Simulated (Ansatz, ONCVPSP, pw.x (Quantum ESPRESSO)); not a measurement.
**I (sc): variants of one ONCV potential in the solid**

iodine (I), optimised norm-conserving Vanderbilt (ONCV), made with ONCVPSP 4.0.1.1 (patched build) (PBE, scalar-relativistic). Core [Ar] 3d10, reference 4s2 4p6 4d10 5s2 5p5. Waves: 4s+5s: rc 1.40 bohr, ncon 5, nbas 9, qcut 9.6 1/bohr, 2 projectors; 4p+5p: rc 1.45 bohr, ncon 4, nbas 8, qcut 9.4 1/bohr, 2 projectors; 4d: rc 1.40 bohr, ncon 3, nbas 8, qcut 10 1/bohr, 1 projector. Local part: polynomial inside 1.35 bohr (lpopt 5, dvloc0 0 Ha). Core correction: Teter function, fcfact 3.25, rcfact 1.6.

Crystal test: sc I in pw.x 7.5, no spin, 10³ k-points, Fermi–Dirac smearing 0.01 Ry, cutoffs set for each file from its atomic test. The reference is all-electron LAPW (Ansatz 0.2.0) with the same functional, mesh and smearing; V0 and B0 come from Birch–Murnaghan fits to the pressures at five volumes. Errors are pseudo minus all-electron; Δ is the rms difference of the E(V) curves that follow from these fits, minima aligned, over ±6 % about the mean V0. Mesh and smearing are coarse, so the numbers serve the comparison and aren't converged zero-temperature values; the lattice is a test structure that the element need not adopt.

All-electron: a0 = 3.477 Å (V0 = 42.04 Å³/atom), B0 = 20.8 GPa.

2 further variants are left out: they gave no file fit for a test, a broken result, the same result as the base, or pressures whose basis-set error rivals the error shown.

A dash in a converged row means that the minimum lies outside the volumes sampled.

| change | cutoffs (Ry) | pw.x | a0 (Å) | a0 error (%) | B0 error (%) | Δ (meV/atom) | mean pressure error (GPa) |
| --- | --- | --- | --- | --- | --- | --- | --- |
| base | 110/440 | converged | 3.484 | +0.20 | -1.9 | 1.2 | +0.13 |
| core [Kr], valence charge 17; reference 4d10 5s2 5p5; waves now 5s: rc 1.50 bohr, ncon 4, nbas 7, qcut 3.8 1/bohr, 2 projectors, debl 1.1 Ha; 5p: rc 2.00 bohr, ncon 4, nbas 8, qcut 4.8 1/bohr, 2 projectors, debl 3.7 Ha; 4d: rc 1.15 bohr, ncon 4, nbas 9, qcut 11.3 1/bohr, 2 projectors, debl 0.8 Ha; local potential polynomial inside 1.15 bohr (lpopt 5, dvloc0 4 Ha) | 140/560 | converged; bound ghost; energies reset by the program | – | – | – | – | -10.01 |
| s: ncon 3, nbas 7 | 110/440 | converged | 3.485 | +0.21 | -2.1 | 1.2 | +0.13 |
